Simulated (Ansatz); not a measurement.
## Cu2O: excitons and shallow donors from band masses and screening

Method: Ansatz 0.2.0, DFT PBE, scalar-relativistic, plane waves, PAW.

Settings: cutoff 420 eV, Γ-centred mesh 8×8×8 on the computed 6-atom cell, Gaussian smearing of 0.02 eV; no spin polarisation.

Relaxed cell: Pn-3m, a = 4.298 Å, b = 4.298 Å, c = 4.298 Å, α = 90.00°, β = 90.00°, γ = 90.00°, 6 atoms in the primitive cell.

The calculation gives a Kohn–Sham gap of 0.48 eV, an electron mass of 0.931 mₑ and a hole mass of 0.423 mₑ (harmonic means over x, y, z and over the bands degenerate at each edge), and ε∞ = 9.29 (independent particles, mean of the diagonal).

Problem. Estimate the binding energy and radius of a Wannier–Mott exciton and of a shallow donor, and say whether the hydrogenic model can hold.

Solution. The reduced mass is μ = mₙmₕ/(mₙ + mₕ) = 0.291 mₑ, with mₙ and mₕ the band masses. With E_b = 13.606 eV × μ/ε² and a = 0.529 Å × ε/μ (μ in mₑ) the exciton has E_b = 46 meV and a = 16.9 Å. For a donor μ is the electron mass: 147 meV and 5.3 Å. The exciton's radius is 4 times the shortest lattice vector (4.30 Å), so the continuum picture is reasonable. In a polar crystal the ions screen too, so a state bound more weakly than an optical phonon feels the larger static constant, which lowers the energy and widens the orbit. The other way, the small Kohn–Sham gap and the missing local fields make ε∞ too large and the masses tend to be too light, which underbinds.